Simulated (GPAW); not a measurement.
Input of a GPAW 26.7.0 run:

Contents of run.py:

```python
from ase import Atoms
from ase.dft.bandgap import bandgap
from ase.io import write
from ase.units import GPa
from gpaw import GPAW, PW

atoms = Atoms(['Al', 'Al', 'N', 'N'],
              cell=[[3.113, 0.0, 0.0],
                    [-1.5565, 2.695937082, 0.0],
                    [0.0, 0.0, 4.981]],
              scaled_positions=[[0.6666666667, 0.3333333333, 0.5],
                                [0.3333333333, 0.6666666667, 0.0],
                                [0.6666666667, 0.3333333333, 0.88],
                                [0.3333333333, 0.6666666667, 0.38]],
              pbc=True)

calc = GPAW(mode=PW(800),
            xc='MGGA_X_R2SCAN+MGGA_C_R2SCAN',
            kpts={'size': (8, 8, 5), 'gamma': True},
            occupations={'name': 'fermi-dirac', 'width': 0.05},
            nbands=18,
            convergence={'density': 1e-05, 'energy': 1e-05},
            maxiter=150,
            txt='gpaw.txt')
atoms.calc = calc
energy = atoms.get_potential_energy()
forces = atoms.get_forces()
stress = atoms.get_stress()
calc.write('gs.gpw')
write('result.traj', atoms)
print(f'Energy: {energy:.6f} eV')
print('Forces (eV/A):')
print(forces.round(4))
print('Stress (GPa):', (stress / GPa).round(3))
print('Fermi level:', round(calc.get_fermi_level(), 4), 'eV')
print(f'Gap: {bandgap(calc)[0]:.4f} eV, direct: {bandgap(calc, direct=True)[0]:.4f} eV')

path = atoms.cell.bandpath('GMKGALHA,LM,KH', npoints=80, eps=1e-4)
bs_calc = calc.fixed_density(kpts=path, symmetry='off', nbands=29,
                             convergence={'bands': 'CBM+6.0', 'eigenstates': 1e-6}, txt='bands.txt')
bs = bs_calc.band_structure()
bs.write('bs.json')
print(f'Gap on the path: {bandgap(bs_calc)[0]:.4f} eV')
```

Potentials or basis: GPAW PAW data sets (gpaw-data 1.2.1), pw.

Run with:

```sh
$ OMP_NUM_THREADS=1 python run.py
```

(1) Estimate the band gap on the k mesh.

(2) Estimate the pressure.

(3) Estimate the band gap along the path.

Answers

(1) 4.95 eV, direct.

(2) -0.3 GPa.

(3) 4.95 eV, direct.

Caveat: the PAW data sets were made with another functional, which shifts forces and pressure a little.

**Measured values to compare with.**

“Self-assembly of well-separated AlN nanowires directly on sputtered metallic TiN films”, 2019, arxiv:1910.07391 quotes, for a bulk crystal of AlN at 10 K: band gap 6.034 eV (an exciton energy, a little under the gap).

Measured gap of AlN: 6.034 eV (an exciton energy, a little under the gap; 10 K; quoted in “Self-assembly of well-separated AlN nanowires directly on sputtered metallic TiN films”, 2019, arxiv:1910.07391). This calculation gives 4.95 eV (-1.09 eV). 2 values of this kind are on record (6.034 to 6.0343 eV); this one was drawn at random. The value is that of r2SCAN, without temperature or zero-point motion.
